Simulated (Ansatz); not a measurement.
# AgBr under changes of volume

One of the cells (23.644 Å³/atom); the others are scaled copies at fixed shape and fractional positions:

```
CELL_PARAMETERS angstrom
0.00000 2.87015 2.87015
2.87015 0.00000 2.87015
2.87015 2.87015 0.00000
ATOMIC_POSITIONS crystal
Ag 0.00000 0.00000 0.00000
Br 0.50000 0.50000 0.50000
```

- Program: Ansatz 0.2.0
- Functional: PBE
- Potentials or basis: Ansatz PAW
- Cutoff: 420 eV (not typed: the program's choice for these potentials)
- k mesh: 8 × 8 × 8
- Occupations: fermi-dirac, width 0.05 eV
- Spin: no spin polarisation

```csv
volume (Å³/atom),energy over the lowest point (meV/atom),pressure (GPa),gap on the mesh (eV)
22.225,44.45,6.0,0.67
22.698,28.81,4.6,0.67
23.171,17.00,3.4,0.67
23.644,8.58,2.3,0.67
24.116,?,?,?
24.589,0.40,0.5,0.68
25.062,0.00,-0.2,0.69
```

Q: What does the run at 24.116 Å³/atom give?

A: Energy over the lowest point 3.16 meV/atom; pressure 1.4 GPa; gap on the mesh 0.68 eV.

Worked out: A Birch-Murnaghan fit of order 3 (a polynomial in V^(-2/3)) to the other rows has its minimum at 24.91 Å³/atom with B0 = V·E''(V) = 39 GPa and B' = 5.4. It gives 3.17 meV/atom at 24.116 Å³/atom, against the run's 3.16, and -dE/dV = 1.4 GPa, against 1.4. A straight line through the other rows of the gap, of slope 0.157 eV per unit of ln V, gives 0.68 eV, against the run's 0.68.

Energies are extrapolated to zero smearing.

A mesh can miss the band edges. Spin-orbit coupling on Ag, Br is left out.
